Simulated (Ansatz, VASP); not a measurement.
## Two plane-wave programs on Au

```
CELL_PARAMETERS angstrom
0.00000 2.05850 2.05850
2.05850 0.00000 2.05850
2.05850 2.05850 0.00000
ATOMIC_POSITIONS crystal
Au 0.00000 0.00000 0.00000
```

Alike in both runs: task single point; functional PBE; k mesh 8 × 8 × 8; occupations gaussian, width 0.1 eV; no spin polarisation.

|  | VASP | Ansatz |
| --- | --- | --- |
| version | VASP 6.6.1 | Ansatz 0.2.0 |
| potentials or method | VASP PAW PBE potentials, release 64 (Au) | scalar-relativistic, plane waves, PAW |
| plane-wave cutoff (eV) | 520 | 420 |
| valence electrons in the cell | 11 | 19 |

VASP gave:

| Quantity | Value |
| --- | --- |
| gap on the k mesh at the Fermi level (eV) | none |
| pressure (GPa) | 5.1 |

Q: Which values does Ansatz return?

A: gap on the k mesh at the Fermi level (eV): none; pressure (GPa): 5.4.

A gap of «none» marks a metal or a gap that the smearing closes. The two sets of potentials don't hold the same shells in valence.

The runs have no spin-orbit coupling, so splittings on Au are missing.
